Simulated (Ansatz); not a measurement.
# CuO under changes of volume

One of the cells (12.473 Å³/atom); the others are scaled copies at fixed shape and fractional positions:

```
CELL_PARAMETERS angstrom
3.42205 0.00000 0.00000
0.00000 3.42205 0.00000
0.00000 0.00000 4.26046
ATOMIC_POSITIONS crystal
Cu 0.00000 0.50000 0.00000
Cu 0.50000 0.00000 0.50000
O 0.00000 0.00000 0.25000
O 0.00000 0.00000 0.75000
```

Measurements of this composition are mostly on another form, of space group No. 15.

```yaml
Program: Ansatz 0.2.0
Functional: PBE
Potentials_or_basis: all-electron LAPW, scalar-relativistic
Cutoff: 410 eV (chosen from the basis error)
Basis_error_allowed: 0.001 eV/atom
k_mesh: 8 × 8 × 6
Occupations: fermi-dirac, width 0.05 eV
Spin: no spin polarisation
```

| volume (Å³/atom) | energy over the lowest point (meV/atom) | pressure (GPa) |
| --- | --- | --- |
| 11.725 | 7.27 | 5.3 |
| 11.974 | 1.41 | 2.3 |
| 12.224 | 0.00 | -0.4 |
| 12.473 | 2.54 | -2.8 |
| 12.722 | 8.60 | -4.9 |
| 12.972 | 17.80 | -6.8 |
| 13.221 | ? | ? |

What does the run at 13.221 Å³/atom give?

Energy over the lowest point 29.78 meV/atom; pressure -8.5 GPa.

Worked out: A Birch-Murnaghan fit of order 3 (a polynomial in V^(-2/3)) to the other rows has its minimum at 12.18 Å³/atom with B0 = V·E''(V) = 126 GPa and B' = 4.8 at fixed shape and positions, which overstates the stiffness. It gives 29.74 meV/atom at 13.221 Å³/atom, against the run's 29.78, and -dE/dV = -8.5 GPa, against -8.5.

Energies are extrapolated to zero smearing.

Caveats: the run has no spin polarisation, though such a crystal can be magnetic.
